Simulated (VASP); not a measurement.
Crystal: C.

```xyz
4
Lattice="2.4673 0.0000 0.0000 -1.2336 2.1367 0.0000 0.0000 0.0000 7.8031" Properties=species:S:1:pos:R:3 pbc="T T T"
C     0.0000    0.0000    1.9508
C     0.0000    0.0000    5.8523
C     0.0000    1.4245    1.9508
C     1.2336    0.7122    5.8523
```

| Quantity | Value |
| --- | --- |
| Program | VASP 6.6.1 |
| Task | relaxation of cell and atoms |
| Functional | rev-vdW-DF2 |
| Potentials or basis | VASP PAW PBE potentials, release 64 (C) |
| Cutoff | 600 eV |
| k mesh | 12 × 12 × 4 |
| Occupations | gaussian, width 0.03 eV |
| Spin | no spin polarisation |

At the start: pressure -1.4 GPa; volume 10.28 Å³/atom.

How do energy, volume and symmetry change on relaxing?

Over 15 steps the energy falls by 20.3 meV/atom and the volume is 8.61 Å³/atom (-16.3 %); space group P6_3/mmc (No. 194, to 0.05 Å).

Step by step:
| step | energy change (eV) | largest force (eV/Å) | pressure (GPa) | volume (Å³) |
| --- | --- | --- | --- | --- |
| 1 | 0.0000 | 0.0000 | -1.43 | 41.14 |
| 2 | -0.0046 | 0.0000 | 0.41 | 40.59 |
| 3 | -0.0057 | 0.0000 | 1.82 | 40.20 |
| 4 | -0.0070 | 0.0000 | 1.82 | 40.12 |
| 5 | -0.0108 | 0.0000 | 1.84 | 39.89 |
| 6 | -0.0185 | 0.0000 | 1.88 | 39.42 |
| 7 | -0.0337 | 0.0000 | 2.05 | 38.48 |
| 8 | -0.0608 | 0.0000 | 2.44 | 36.61 |
| 9 | -0.0672 | 0.0000 | 4.25 | 32.87 |
| 10 | -0.0761 | 0.0000 | 3.04 | 34.86 |
| 11 | -0.0772 | 0.0000 | 3.35 | 34.19 |
| 12 | -0.0751 | 0.0000 | -3.87 | 34.75 |
| 13 | -0.0813 | 0.0000 | 0.08 | 34.44 |
| 14 | -0.0813 | 0.0000 | 0.14 | 34.43 |
| 15 | -0.0813 | 0.0000 | 0.11 | 34.45 |

Final structure:
```
C
1.0
     2.46414    0.00000    0.00000
    -1.23207    2.13401    0.00000
     0.00000    0.00000    6.55066
C
4
Direct
  0.00000 0.00000 0.25000
  0.00000 0.00000 0.75000
  0.33333 0.66667 0.25000
  0.66667 0.33333 0.75000
```

Caveat: the volume moved by over 15 % at a fixed basis, so the end points are rough; the PAW data sets were made with another functional, which shifts forces and pressure a little.
